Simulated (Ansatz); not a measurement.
# Polymorphs of Ca3S

These are results of DFT PBE, scalar-relativistic, plane waves, PAW in Ansatz, not measurements. All cells share a 420 eV cutoff and Γ-centred k meshes spaced at most about 0.3 Å⁻¹ (about 0.25 or finer for metals, 2π included). No spin polarisation.

Energies over the elements count from the elements' standard structures at the same level, with no fitted energy shifts.

All energies are static (0 K, no zero-point motion). Larger cells and other orderings weren't all tried, so the list isn't exhaustive. A magnetic state wasn't ruled out in cells without spin, among them P-6m2, Pm-3m at 42.8 Å³/atom, P6/mmm, Pm-3m at 30.7 Å³/atom. The reference form of S is held partly by dispersion forces, which this level lacks.

Invented guesses were relaxed alike, and ends that match in structure were merged. ΔE counts from the first row. Coordination counts Ca atoms around S (those within 1.25 times the shortest such distance or 1.15 times the sum of covalent radii; the shortest distance is added where it is long for a bond). The ends were matched against large subsets of the Crystallography Open Database and the Materials Project, so a missing match doesn't prove that a structure is unreported.

| # | reached from | type and space group | atoms | Å³/atom | coordination | ΔE (meV/atom) | gap on mesh (eV) | in databases |
| --- | --- | --- | --- | --- | --- | --- | --- | --- |
| 1 | Tl3Bi type (P-6m2) | P-6m2 (No. 187) | 4 | 33.2 | S 6 | 0 | 0.00 | no match |
| 2 | anti-ReO3 type (Pm-3m) | anti-ReO3, Pm-3m (No. 221) | 4 | 42.8 | S 6 | 356 | 0.00 | no match |
| 3 | Li3N type (P6/mmm) | P6/mmm (No. 191) | 4 | 36.2 | S 2 | 461 | 0.00 | no match |
| 4 | Cu3Au (L1_2) type (Pm-3m) | Pm-3m (No. 221) | 4 | 30.7 | S 12 from 3.5 Å | 621 | 0.00 | no match |

The lowest: Space group P-6m2 (No. 187), hexagonal, a = 3.922 Å, c = 9.968 Å. Ca on a site of symmetry -6m2 is surrounded by 12 Ca at 3.92–3.94 Å; Ca on a site of symmetry 3m has 3 S at 2.87 Å, 1 Ca at 3.52 Å and 9 Ca at 3.92–3.94 Å; S has 6 Ca at 2.87 Å. Its energy over the elements is −0.96 eV/atom. A negative formation energy is needed for stability but isn't enough: competing phases decide. An observed structure of this formula, if there is one, may be missing.

```cif
data_structure
_symmetry_space_group_name_H-M 'P 1'
_symmetry_Int_Tables_number 1
_cell_length_a 3.9220
_cell_length_b 3.9220
_cell_length_c 9.9677
_cell_angle_alpha 90.000
_cell_angle_beta 90.000
_cell_angle_gamma 120.000
_cell_volume 132.78
loop_
_atom_site_label
_atom_site_type_symbol
_atom_site_fract_x
_atom_site_fract_y
_atom_site_fract_z
_atom_site_occupancy
Ca1 Ca 0.66667 0.33333 0.50000 1
Ca2 Ca 0.33333 0.66667 0.17661 1
Ca3 Ca 0.33333 0.66667 0.82339 1
S1 S 0.66667 0.33333 0.00000 1
```

The second: Space group Pm-3m (No. 221), cubic, a = 5.554 Å. Around Ca lie 2 S at 2.78 Å; S is surrounded by 6 Ca at 2.78 Å. Counting Ca atoms around S, the first and the second both have S 6. Cells relaxed within their symmetry can be saddle points. Some candidate types were left out of the draw beforehand, so a known form may be missing.
